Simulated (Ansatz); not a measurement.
Write the native input for Ansatz 0.2.0 that does the following.

| Item | Value |
| --- | --- |
| Task | band structure |
| Functional | r2SCAN0 |
| Potentials or basis | Ansatz PAW |
| Cutoff | 500 eV (not typed: the program's choice for these potentials) |
| k mesh | 6 × 6 × 6 |
| Occupations | fermi-dirac, width 0.05 eV |
| Spin | no spin polarisation |
| Path | [["G", "X", "L", "T", "W", "R", "X1", "Z", "G", "Y", "S", "W"], ["L1", "Y"], ["Y1", "Z"]] |
| Points for each segment of the path | 4 |

The system is HfC.

```
Hf C
1.0
    -1.39667    2.49718    1.84734
     1.39667   -2.49718    1.84734
     1.39667    2.49718   -1.84734
Hf C
1 1
Direct
  0.98471 0.98471 0.00000
  0.67945 0.17945 0.50000
```

The cell was built by a generator and needn't be a form met in nature.

The input as run:

input

```
crystal:
  lattice:
    - [-1.39667323, 2.49718051, 1.84733673]
    - [1.39667323, -2.49718051, 1.84733673]
    - [1.39667323, 2.49718051, -1.84733673]
  atoms:
    - { symbol: Hf, position: [0.98471183, 0.98471183, 0.0] }
    - { symbol: C, position: [0.67945483, 0.17945483, 0.5] }
hamiltonian:
  xc: r2scan0
  pseudopotentials: { kind: paw }
kpoints:
  mp_grid: { grid: [6, 6, 6] }
  band_path:
    path:
      - [[0.0, 0.0, 0.0], [0.3282041416, -0.3282041416, -0.3282041416], [0.2150186852, -0.4413895981, -0.2150186852], [0.0, -0.5, 0.0], [-0.25, -0.25, -0.25], [0.0, 0.0, -0.5], [-0.3282041416, 0.3282041416, -0.6717958584], [-0.5, 0.5, -0.5], [0.0, 0.0, 0.0], [-0.3868145435, -0.3868145435, 0.3868145435], [-0.5, 0.0, 0.0], [-0.25, -0.25, -0.25]]
      - [[-0.2150186852, -0.5586104019, 0.2150186852], [-0.3868145435, -0.3868145435, 0.3868145435]]
      - [[-0.6131854565, 0.3868145435, -0.3868145435], [-0.5, 0.5, -0.5]]
    npoints: 4
scf:
  occupations: { method: fermi_dirac, width: 0.05 }
  n_extra_bands: 6
output:
  forces: true
  stress: true
  eigenvalues: true
  fatbands: false
  write_density: true
  write_potential: true
  elf: true
  volumetric_format: npy
```

Results of the run:

```json
{"Pressure": "65.0 GPa", "Largest force": "11.738 eV/Å", "Band gap on the k mesh": "1.90 eV, indirect (least direct gap 2.29 eV)", "Band gap along the path": "1.71 eV, indirect (least direct gap 2.15 eV)"}
```

Caveat: the k mesh is coarse (spacing up to 0.47 Å⁻¹), so the values aren't converged, least of all with exact exchange; a pressure of tens of GPa on the cell as given is suspect, and the run, the potentials or the cell itself is likely at fault; the k mesh misses the band edges, so the gap on the mesh is wider than the one along the path; spin-orbit coupling is left out, which moves the levels of the heavy elements; the PAW data sets come from PBE, with cores solved anew for the run's functional, which leaves a small shift of forces and pressure; forces of over 1 eV/Å show positions far from the minimum, so gaps and moduli don't describe the material at rest; the thresholds are loose for stress.

Wall time 61 s on 1 × NVIDIA H100 80GB HBM3 with 2 threads of AMD EPYC 7R13 Processor (Zen 3), with other jobs on the host, peak memory 2.3 GiB.
